## Question

Near its rest volume, a tantalum crystal needs about 2 GPa, some twenty thousand atmospheres, for each percent of volume taken away. The table comes from a density-functional calculation of the body-centred cubic metal, scaled equally in all directions. The volume is that of one atom, and the shortest distance is the one between neighbouring atoms. A positive pressure means that the cell is squeezed, a negative one that it is held under tension.

GPAW 26.7.0, plane-wave PAW density-functional calculations with the PBEsol functional for body-centred cubic tantalum, without spin polarisation or spin-orbit coupling. The plane-wave cutoff is 600 eV, the k mesh of the one-atom cell 11 × 11 × 11, and the Fermi-Dirac smearing 0.05 eV. Pressure is positive in compression.

| volume (Å³/atom) | shortest distance (Å) | pressure (GPa) |
| --- | --- | --- |
| 15.934 | 2.746 | ? |
| 16.951 | 2.803 | ? |
| 17.475 | 2.831 | 2.210 |
| 18.010 | 2.860 | -4.040 |
| 18.556 | 2.889 | -9.440 |
| 19.113 | 2.917 | -14.140 |
| 20.259 | 2.975 | -21.890 |

Predict the two pressures marked with a question mark, and give an honest range for each. Say what the price of 2 GPa per percent would predict if it stayed fixed, and argue whether it does.

## Model answer

**Where the crystal rests.** The pressure changes sign between 17.475 and 18.010 Å³, so the rest volume lies between them. A smooth curve through the five known rows puts it at 17.66 Å³. This is the rest volume of a motionless lattice in this functional, without spin-orbit coupling or heat. Measured from there, the two unknown cells are squeezed by about 4 % and nearly 10 %.

**The simplest estimate.** The bulk modulus is the pressure rise per fractional loss of volume. Between 17.475 and 18.010 Å³ it is 207 GPa, which is the price of 2 GPa per percent. If it stayed fixed, the pressure at 15.934 Å³ would be 2.21 + 207.3 × ln(17.475/15.934) = 21.3 GPa. The same step to 16.951 Å³ gives 8.5 GPa.

**Why this is too low.** The known rows already show that the modulus is not fixed. It falls with each step of expansion, down to 133 GPa over the last interval. Read in the other direction, the metal stiffens as it is squeezed, so both unknown pressures should lie above the simple estimate.

**Where the stiffening comes from.** Pressure measures how steeply the energy rises as the volume shrinks. The calculation keeps the inner shells frozen. From the largest known cell to the smallest, the kinetic energy of the outer electrons rises by 15.0 eV per atom. The electrostatic energy falls by 12.4 eV and the exchange-correlation energy by 2.8 eV, so that the total changes by only 0.2 eV. The pressure is thus the small remainder of a contest between large terms.

General physics says which side gains as the cell shrinks. Confining an electron to a shorter length L costs kinetic energy that grows roughly as 1/L², whereas electrostatic attraction grows roughly as 1/L. The valence electrons must also keep out of the space held by the inner shells, which adds to the cost. Repulsion should therefore steepen faster than attraction, which makes the pressure rise as the cell shrinks. That alone would hold for a crystal of fixed modulus too. But the steeper law also bends more strongly, so near rest each further percent of volume should cost more pressure than the last. The energy terms agree on both points, though by narrow margins. From the outermost known interval to the innermost, the kinetic cost per Å³ grows by 36 %, while the electrostatic and exchange-correlation gain per Å³ grows by 33 %. For each percent of volume lost, moreover, the balance shifts towards the cost by about 40 % more at the inner end of the known rows than at the outer end, and this is the stiffening. Cost and gain both grow more than the simple laws would give, so the laws are a guide to the direction, not to the size. The same argument leads one to expect stiffening under pressure, and softening under tension, in other metals too, as long as neither the crystal structure nor the electronic state changes markedly.

**A curve with stiffening built in.** Many bonds and metals follow nearly the same binding curve: the restoring force is proportional to the displacement, multiplied by an exponential that fades with distance. Let u be the cell edge divided by the edge of the 18.010 Å³ cell. Pressure is force per area, and area grows as u². This gives the Vinet equation, here with its three constants fitted to the five known rows:

P = (601.3 − 605.3 u)/u² × exp[4.4 (1 − u)], in GPa.

The bracket vanishes at the rest volume, and the exponential supplies most of the stiffening.

**The harder case in full.** For the cell of 15.934 Å³, which took no part in the fit:

1. The edge ratio is u = (15.934/18.010)^(1/3) = 0.960.
2. The bracket is 601.3 − 605.3 × 0.960 = 20.21, and division by u² = 0.9216 gives 21.93.
3. The exponential is exp(4.4 × 0.040) = 1.192, so P = 21.93 × 1.192, or about 26 GPa.

**Forecasts.**

- At 16.951 Å³: 9.2 GPa, with a range of ±0.3 GPa.
- At 15.934 Å³: 26.2 GPa, with a range of ±1.5 GPa.

The modulus should go on rising through both new intervals. The ranges are a judgement and are much wider than the scatter of the fit, because only one known row is squeezed at all and the farther cell lies well outside the known span. Near the rest volume, moreover, the computed modulus rises a little faster than the fitted curve does. The computed pressures may therefore turn out higher than forecast.

The withheld rows as computed:

| volume (Å³/atom) | shortest distance (Å) | pressure (GPa) |
| --- | --- | --- |
| 15.934 | 2.746 | 27.060 |
| 16.951 | 2.803 | 9.450 |

## Remarks on the reasoning

**Both values fall within their ranges, and both lie above the forecast.** At 16.951 Å³ the calculation gives 9.45 GPa, which uses up most of the allowed range. At 15.934 Å³ it gives 27.06 GPa, about 0.9 GPa above the curve, or 3 % of the computed pressure. An answer that kept the modulus fixed would have fallen short by 5.7 GPa there, or about a fifth. Stiffening thus supplies about a tenth of the pressure at 4 % compression and a fifth at 10 %.

**The misses share one pattern.** The modulus does rise through both new intervals, as forecast, but faster than the curve allows. It reaches 238 and then 285 GPa, where the Vinet equation has 231 and 274 GPa. The pressure at the smallest cell adds up the shortfall of every interval on the way, which is why the larger miss is found there.

**A close fit is not an error bar.** Over the five known rows the curve is off by about 0.03 GPa, yet at the smallest cell it misses by some thirty times as much. The known rows fix the pressure and its slope near rest quite well. How fast that slope changes is fixed less well, and this is what decides the answer far outside the span. A candidate who had quoted the scatter of the fit as the uncertainty would have been badly wrong with a nearly correct curve.

**Agreement between two formulas is not an error bar either.** The Birch-Murnaghan equation, another standard three-constant curve, was fitted to the same five rows. At the smallest cell it differs from the Vinet value by only 0.2 GPa, but it too is low, by 0.7 GPa. Two smooth curves drawn through the same points can share the same error. Its slightly smaller misses on two cells are no ground for preferring it; the printed analysis after this text sets the two side by side.

**What the success does and does not show.** It shows that a smooth curve with stiffening carries over from mostly stretched cells to squeezed ones with an error of a few percent. It does not prove the account of repulsion and attraction given above, since neither curve is derived from it. The energy terms speak to that account more directly: they show the kinetic cost pulling ahead of the gain, and at a growing pace, but not why it does.

**Why the computed metal stiffens faster than the curve is left open.** It may be a real trait of tantalum, whose electron bands shift as the cell shrinks. It may also come in part from the finite mesh of electron wave vectors, because a small error in the single squeezed row of the fit grows when the curve is extended. The table holds only one mesh, so it can't decide; the same cells on a denser mesh would be the first test.

**A rule to keep.** From one interval of the completed table to the next, the modulus grows by roughly 4 GPa for each GPa of added pressure; the individual values run from about 3.8 to 4.5. For a quick estimate in this range, take about 210 GPa at rest and add four times the pressure. Use the modulus halfway along the compression, not the one at the start: at 4 % the difference is a little under 1 GPa, but at 10 % it is worth several GPa.

Output of the analysis:

```
fit of pressure on 5 rows: coefficient of exp(s*(1-u))/u**2 601.3 +/- 1.3, coefficient of exp(s*(1-u))/u -605.3 +/- 1.3, s 4.4; rms 0.0283, worst 19.113 -0.0416, leave-one-out rms 0.154
  rows outside the fit (model, value, miss): 15.934 26.15, 27.06, -0.906; 16.951 9.215, 9.45, -0.235
fit of pressure on 5 rows: coefficient of u**(-5) -302.8 +/- 18, coefficient of u**(-7) 297.8 +/- 36, coefficient of u**(-9) 1.011 +/- 19; rms 0.0245, worst 18.01 0.0354, leave-one-out rms 0.133
  rows outside the fit (model, value, miss): 15.934 26.38, 27.06, -0.681; 16.951 9.245, 9.45, -0.205
Volume at zero pressure from the Vinet fit, in cubic angstrom per atom: 17.66
Bulk modulus at zero pressure from the Vinet fit, in GPa: 209.1
Volume reduction of the 16.951 cell from zero pressure, in percent: 3.989
Volume reduction of the 15.934 cell from zero pressure, in percent: 9.75
Modulus between this row and the one above, and constant-modulus pressure, all in GPa:
     row  modulus  Vinet modulus  constant-modulus pressure   its miss
  15.934      n/a            n/a                      21.34     -5.717
  16.951    284.6          273.8                       8.52    -0.9302
  17.475    237.8          230.7                       2.21          0
   18.01    207.3          205.3                      -4.04  1.066e-14
  18.556    180.8          181.9                     -10.23    -0.7899
  19.113    158.9          160.5                     -16.36      -2.22
  20.259    133.1          132.1                     -28.43     -6.538
Vinet less constant-modulus pressure at 16.951, in GPa: 0.6951
Vinet less constant-modulus pressure at 15.934, in GPa: 4.811
Birch-Murnaghan less Vinet pressure at 15.934, in GPa: 0.2247
Pressure from the free-energy difference 17.475 to 18.010, in GPa: -0.9853
Mean of the two printed pressures there, in GPa: -0.915
Kinetic energy change on compression from 20.259 to 17.475, in eV: 14.96
Electrostatic energy change on the same compression, in eV: -12.37
Exchange-correlation energy change on the same compression, in eV: -2.782
Total free-energy change on the same compression, in eV: -0.1977
```
